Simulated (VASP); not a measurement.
ZnSe (Stilleite):

```
CELL_PARAMETERS angstrom
0.00000 2.83380 2.83380
2.83380 0.00000 2.83380
2.83380 2.83380 0.00000
ATOMIC_POSITIONS crystal
Se 0.75000 0.75000 0.75000
Zn 0.00000 0.00000 0.00000
```

Base run:

* Program: VASP 6.6.1
* Functional: revPBE
* Potentials or basis: VASP PAW PBE potentials, release 64 (Se, Zn)
* Cutoff: 520 eV
* k mesh: 8 × 8 × 8
* Occupations: fermi-dirac, width 0.05 eV
* Spin: no spin polarisation

Its results: band gap on the k mesh 1.41 eV, direct.

After a change of settings the same cell gave: band gap on the k mesh 1.27 eV, direct. Which change was it?
A. functional from revPBE to PBE-EpsX; k mesh from 8 × 8 × 8 to 4 × 4 × 4
B. functional from revPBE to BLYP
C. functional from revPBE to PBEsol0; k mesh from 8 × 8 × 8 to 4 × 4 × 4

B.

Not every run made on this cell is shown here.
